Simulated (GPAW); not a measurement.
# BP (F-43m) in GPAW: notebook

The runs below take BP through equation of state, with LDA, OLYP+D4, PBE+D3(BJ), revTPSS.

Program: GPAW 26.7.0. These are calculated values, not measurements. Logs are shortened: lines on timing, memory, paths and dates and some standing lists are left out, and cuts for length are marked. The log counts tension as positive stress, the text compression.

**Measured values to compare with.**

From “Equation of state of single-crystal cubic boron phosphide”, 2014, arxiv:1407.1677, for a bulk crystal of BP at 300 K: bulk modulus 179 ± 1 GPa.

How close the calculation comes is told below.

### 1 The structure

Symmetry: F-43m, No. 216, cubic system. Conventional cell: a = 4.538 Å, b = 4.538 Å, c = 4.538 Å, α = 90.00°, β = 90.00°, γ = 90.00°. P (site symmetry -43m) is surrounded by 4 B at 1.97 Å. Around B (site symmetry -43m) lie 4 P at 1.97 Å.

### 2 Equation of state, LDA

Contents of run.py:

```python
from ase import Atoms
from ase.eos import EquationOfState
from ase.io import Trajectory
from ase.units import GPa
from gpaw import GPAW, PW

atoms = Atoms(['P', 'B'],
              cell=[[0.0, 2.269, 2.269],
                    [2.269, 0.0, 2.269],
                    [2.269, 2.269, 0.0]],
              scaled_positions=[[0.75, 0.75, 0.75],
                                [0.0, 0.0, 0.0]],
              pbc=True)

traj = Trajectory('eos.traj', 'w')
volumes, energies = [], []
for x in [0.94, 0.96, 0.98, 1.0, 1.02, 1.04, 1.06]:
    a = atoms.copy()
    a.set_cell(atoms.cell * x**(1 / 3), scale_atoms=True)
    calc = GPAW(mode=PW(800),
                xc='LDA',
                kpts={'size': (10, 10, 10), 'gamma': True},
                occupations={'name': 'fermi-dirac', 'width': 0.05},
                nbands=11,
                convergence={'density': 1e-05, 'energy': 1e-05},
                maxiter=150,
                txt=f'eos-{x:.2f}.txt')
    a.calc = calc
    energies.append(a.get_potential_energy(force_consistent=True))
    volumes.append(a.get_volume())
    p = -a.get_stress()[:3].mean() / GPa
    calc.write(f'eos-{x:.2f}.gpw')
    traj.write(a)
    print(f'{x:.2f} {volumes[-1]:10.4f} A^3 {energies[-1]:14.6f} eV {p:9.3f} GPa', flush=True)

v0, e0, B = EquationOfState(volumes, energies, eos='birchmurnaghan').fit()
print(f'V0 = {v0:.4f} A^3, E0 = {e0:.6f} eV, B0 = {B / GPa:.2f} GPa')
```

Potentials or basis: the program's PAW data sets (release 1.2.1) made for this functional, pw.

On the command line:

```
OMP_NUM_THREADS=1 python run.py
```

Standard output:

```text
__  _  _
 | _ |_)|_||  |
 |__||  | ||/\| - 26.7.0

Input parameters:
  mode=PW(ecut=800.0),
  convergence={'density': 1e-05, 'energy': 1e-05},
  kpts=MonkhorstPack(size=(10, 10, 10), gamma=True),
  maxiter=150,
  nbands=11,
  occupations=Occupations(name='fermi-dirac', width=0.05),
  xc=XC(name='LDA')

Diagonalizing LCAO Hamiltonian
Converting LCAO to pw mode

                  P

       B

Atoms  # Å, Bohr magnetons
|   | symbol |        x |        y |        z |    initial magnetic moments |
|---|--------|----------|----------|----------|-----------------------------|
| 0 |      P | 3.334021 | 3.334021 | 3.334021 | ( 0.0000,  0.0000,  0.0000) |
| 1 |      B | 0.000000 | 0.000000 | 0.000000 | ( 0.0000,  0.0000,  0.0000) |

Unit cell  # Å
| periodic |        x |        y |        z |  lengths |    angles |
|----------|----------|----------|----------|----------|-----------|
|      yes | 0.000000 | 2.222681 | 2.222681 | 3.143345 | 60.000000 |
|      yes | 2.222681 | 0.000000 | 2.222681 | 3.143345 | 60.000000 |
|      yes | 2.222681 | 2.222681 | 0.000000 | 3.143345 | 60.000000 |

Number of symmetries: 24
Symmetry operations  # r_c * U_cc + t_c -> r_c
|    | kind |            matrix            |
|----|------|------------------------------|
|  0 |  E   |  1, 0, 0,  0, 1, 0,  0, 0, 1 |
|  1 |  σ   |  1, 0, 0,  0, 0, 1,  0, 1, 0 |
|  2 |  σ   |  1, 0,-1,  0, 1,-1,  0, 0,-1 |
|  3 |  C3  |  1, 0,-1,  0, 0,-1,  0, 1,-1 |
|  4 |  C3  |  1,-1, 0,  0,-1, 1,  0,-1, 0 |
|  5 |  σ   |  1,-1, 0,  0,-1, 0,  0,-1, 1 |
|  6 |  σ   |  0, 1, 0,  1, 0, 0,  0, 0, 1 |
|  7 |  C3  |  0, 1, 0,  0, 0, 1,  1, 0, 0 |
|  8 |  C2  |  0, 1,-1,  1, 0,-1,  0, 0,-1 |
|  9 |  S4  |  0, 1,-1,  0, 0,-1,  1, 0,-1 |
| 10 |  C3  |  0, 0, 1,  1, 0, 0,  0, 1, 0 |
| 11 |  σ   |  0, 0, 1,  0, 1, 0,  1, 0, 0 |
| 12 |  S4  |  0, 0,-1,  1, 0,-1,  0, 1,-1 |
| 13 |  C3  |  0, 0,-1,  0, 1,-1,  1, 0,-1 |
| 14 |  S4  |  0,-1, 1,  1,-1, 0,  0,-1, 0 |
| 15 |  C2  |  0,-1, 1,  0,-1, 0,  1,-1, 0 |
| 16 |  C3  |  0,-1, 0,  1,-1, 0,  0,-1, 1 |
| 17 |  S4  |  0,-1, 0,  0,-1, 1,  1,-1, 0 |
| 18 |  S4  | -1, 1, 0, -1, 0, 1, -1, 0, 0 |
| 19 |  C3  | -1, 1, 0, -1, 0, 0, -1, 0, 1 |
| 20 |  C3  | -1, 0, 1, -1, 1, 0, -1, 0, 0 |
| 21 |  S4  | -1, 0, 1, -1, 0, 0, -1, 1, 0 |
| 22 |  σ   | -1, 0, 0, -1, 1, 0, -1, 0, 1 |
| 23 |  C2  | -1, 0, 0, -1, 0, 1, -1, 1, 0 |

BZ-sampling:
  Number of BZ points: 1000
  Number of IBZ points: 47

  Monkhorst-Pack size: [10, 10, 10]
  Monkhorst-Pack shift: [0.05, 0.05, 0.05]

K-points  # in reciprocal-cell coordinates
|     |                                coordinates |     weight |
|-----|--------------------------------------------|------------|
|   0 | (  0.00000000,   0.00000000,   0.00000000) | 0.00100000 |
|   1 | (  0.10000000,   0.10000000,   0.00000000) | 0.00600000 |
|   2 | (  0.10000000,   0.10000000,   0.10000000) | 0.00800000 |
|   3 | (  0.20000000,   0.10000000,   0.10000000) | 0.01200000 |
|   4 | (  0.20000000,   0.20000000,   0.00000000) | 0.00600000 |
|   5 | (  0.20000000,   0.20000000,   0.10000000) | 0.02400000 |
|   6 | (  0.20000000,   0.20000000,   0.20000000) | 0.00800000 |
|   7 | (  0.30000000,   0.20000000,   0.10000000) | 0.02400000 |
|   8 | (  0.30000000,   0.20000000,   0.20000000) | 0.02400000 |
|   9 | (  0.30000000,   0.30000000,   0.00000000) | 0.00600000 |
| ... |                                            |            |
|  46 | (  0.50000000,   0.50000000,   0.50000000) | 0.00400000 |

Plane wave coefficients: 1158
Cutoff: 800.0 eV

Spin-components: 1 (collinear spins)
Bands:           11
Projectors:      10
Spin-degeneracy: 2
Datatype:        complex128

Parallelization:
  kpt:    1
  domain: 1
  band:   1

Density:
  Valence electrons: 8.0
  Components: 1
  Grid points: [21 21 21]
  Charge: 0.0  # |e|

Potential:
  Grid points: [21 21 21]

species:
  P:
    name:    Phosphorus
    Z:       15.0
    valence: 5
    core:    10
    charge:  0.0  # [|e|]
    compensation charges:
      type: gauss
      rc: 0.30  # [Å]
      lmax: 2
    cutoffs:
      filter: 1.69  # [Å]
      core: 1.81  # [Å]
    projectors
    | kind |    occ | energy [eV] | rcut [Å] |
    |------|--------|-------------|----------|
    |   3s |  2.000 |     -14.015 |    0.953 |
    |   3p |  3.000 |      -5.596 |    0.953 |
    |    s |        |      13.197 |    0.953 |
    |    p |        |      21.615 |    0.953 |
    |    d |        |       0.000 |    0.953 |

    Using partial waves for P as LCAO basis

  B:
    name:    Boron
    Z:       5.0
    valence: 3
    core:    2
    charge:  0.0  # [|e|]
    compensation charges:
      type: gauss
      rc: 0.20  # [Å]
      lmax: 2
    cutoffs:
      filter: 1.14  # [Å]
      core: 1.42  # [Å]
    projectors
    | kind |    occ | energy [eV] | rcut [Å] |
    |------|--------|-------------|----------|
    |   2s |  2.000 |      -9.383 |    0.635 |
    |   2p |  1.000 |      -3.714 |    0.635 |
    |    s |        |      17.828 |    0.635 |
    |    p |        |      23.498 |    0.635 |
    |    d |        |       0.000 |    0.635 |

    Using partial waves for B as LCAO basis

Reference energy: -9935.220091  # eV

eigensolver:
  PPCG
  Converge bands: occupied
  niter=2

density mixing:
  MSR1-Mixer
  Pratt-step length: 0.05
  Maximum mixing coefficient: 0.75
  Old densities: 10
  SVD Regularization: 0.005
  Good broyden scale: 1.0
  Trust region scale: 1.0
  Backstep threshold: 4.0
  History deletion threshold: 6.0
  Fourier metric: weight=20.0, sigma=0.015

occupation numbers:
  Fermi-Dirac:
    width: 0.0500  # eV

poisson solver:
  ecut: 6400.0  # eV

xc functional:
  name: None

convergence criteria:
- Maximum integral of absolute [dens]ity change: 1e-05 electrons / valence electron
- Maximum [total energy] change in last 3 cyles: 1e-05 eV / valence electron
- Maximum integral of absolute [eigenst]ate change: 4e-08 eV^2 / valence electron
maximum number of iterations: 150

SCF iterations
|iter     | |      energy | eigst |  dens |
|---------|-|-------------|-------|-------|
|iter:   1| |  -15.228278 | +0.16 |       |
|iter:   2| |  -15.076314 | -2.07 | -0.67 |
|iter:   3| |  -14.373904 | -1.40 | -0.71 |
|iter:   4| |  -14.362679 | -2.95 | -1.44 |
|iter:   5| |  -14.362522 | -4.06 | -1.96 |
|iter:   6| |  -14.362540 | -5.24 | -2.56 |
|iter:   7| |  -14.362540c| -7.07 | -3.83 |
|iter:   8| |  -14.362540c| -7.53c| -4.41 |
|iter:   9| |  -14.362540c| -8.58c| -5.56c|

Converged in 9 steps
Energy contributions relative to reference atoms: (reference = -9935.220091)

Energy contributions:
  Kinetic:          19.047626
  Coulomb:         -15.939630
  Zero:             -0.026440
  External:          0.000000
  Xc:              -17.444097
  Entropy:          -0.000000
  Spinorbit:         0.000000
  ----------------------------
  Free energy:     -14.362541
  Extrapolated:    -14.362540

dipole moment: (-3.195247, -3.195247, -3.195247)  # |e|*Ang

Fermi level: 9.330
Eigenvalues  # (at kpt = [0.000, 0.000, 0.000])
| band index |      eig [eV] | occ [0-2] |
|------------|---------------|-----------|
|          0 |        -7.163 |     2.000 |
|          1 |         8.792 |     2.000 |
|          2 |         8.792 |     2.000 |
|          3 |         8.792 |     2.000 |
|          4 |        12.274 |     0.000 |
|          5 |        12.274 |     0.000 |
|          6 |        12.274 |     0.000 |
|          7 |        17.132 |     0.000 |
|          8 |        20.544 |     0.000 |
|          9 |        21.029 |     0.000 |
|         10 |        21.029 |     0.000 |

Gap: 1.115 eV
Transition (v -> c):
  (s=0, k=0, n=3, [0.00, 0.00, 0.00]) -> (s=0, k=24, n=4, [0.40, 0.40, 0.00])
Direct/indirect transitions are different
Direct gap: 3.483 eV
Transition at: (s=0, k=0, n=3, [0.00, 0.00, 0.00])

Stress tensor  # eV/Ang^3
|         x |         y |         z |
|-----------|-----------|-----------|
| -0.037119 | -0.000000 |  0.000000 |
| -0.000000 | -0.037119 |  0.000000 |
|  0.000000 |  0.000000 | -0.037119 |

# Writing to eos-0.94.gpw (mode='')
```

Run time: 55 s. Hardware: 1 thread of AMD EPYC 9R14 (Zen 4), shared host; peak memory 0.23 GiB.

What came out:

```yaml
Equilibrium_volume: 11.34 Å³/atom
Bulk_modulus: 176 GPa
Pressure_derivative_of_the_bulk_modulus: 3.8
```

Energy against volume, from the lowest point:
```tsv
volume (Å³/atom)	energy (meV/atom)
10.981	6.24
11.214	0.33
11.448	0.00
11.682	4.75
11.915	14.07
12.149	27.57
12.383	44.82
```

LDA usually gives volumes a few per cent too small.

[end of part 1 of 2]
